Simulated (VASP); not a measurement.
Crystal: SnO2.

```
CELL_PARAMETERS angstrom
-3.21549 3.37403 3.37394
3.21549 -3.37403 3.37394
3.21549 3.37403 -3.37394
ATOMIC_POSITIONS crystal
Sn 0.00008 0.25008 0.75000
Sn 0.99992 0.74992 0.25000
Sn 0.50000 0.50000 0.50000
Sn 0.50000 0.00000 0.00000
O 0.19374 0.19370 0.49996
O 0.69378 0.75004 0.94374
O 0.19374 0.69378 0.00004
O 0.30630 0.75004 0.55626
O 0.69370 0.24996 0.44374
O 0.30622 0.24996 0.05626
O 0.80626 0.30622 0.99996
O 0.80626 0.80630 0.50004
```

The cell is a database's computed one.

Base run:

| Item | Value |
| --- | --- |
| Program | VASP 6.6.1 |
| Functional | TB-mBJ |
| Potentials or basis | VASP PAW PBE potentials, release 64 (Sn_d, O) |
| Cutoff | 520 eV |
| k mesh | 6 × 6 × 6 |
| Occupations | gaussian, width 0.02 eV |
| Spin | no spin polarisation |

Its results: band gap on the k mesh 2.86 eV.

Question: The run is repeated on the same cell with these changes: functional from TB-mBJ to PBEsol. What comes out?

Answer: Band gap on the k mesh 0.89 eV.

Caveats: spin-orbit coupling is left out, which moves the levels of the heavy elements.

Not every run made on this cell is shown here.
